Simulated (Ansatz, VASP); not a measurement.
Li in VASP and in Ansatz

```
CELL_PARAMETERS angstrom
0.00000 1.98177 1.98177
1.98177 0.00000 1.98177
1.98177 1.98177 0.00000
ATOMIC_POSITIONS crystal
Li 0.00000 0.00000 0.00000
```

Alike in both runs: functional BLYP; dispersion D3(BJ); k mesh 5 × 5 × 5; occupations fermi-dirac, width 0.1 eV; no spin polarisation.

Ansatz relaxed the structure, and its values are those at the end. VASP's run is a single point on that final structure, the one shown.

```csv
,VASP,Ansatz
version,VASP 6.6.1,Ansatz 0.2.0
potentials or method,"VASP PAW PBE potentials, release 64 (Li_sv)","plane waves, PAW"
plane-wave cutoff (eV),520,544
valence electrons in the cell,3,3
```

Ansatz gave:

- dispersion energy (meV/atom): -493.8

Task: What did VASP give for the same quantities?

Result: Dispersion energy (meV/atom): -493.7.

Ansatz warned: «stress_scf_threshold_loose».

Caveats: the k mesh is coarse (spacing up to 0.55 Å⁻¹), so the values aren't converged.
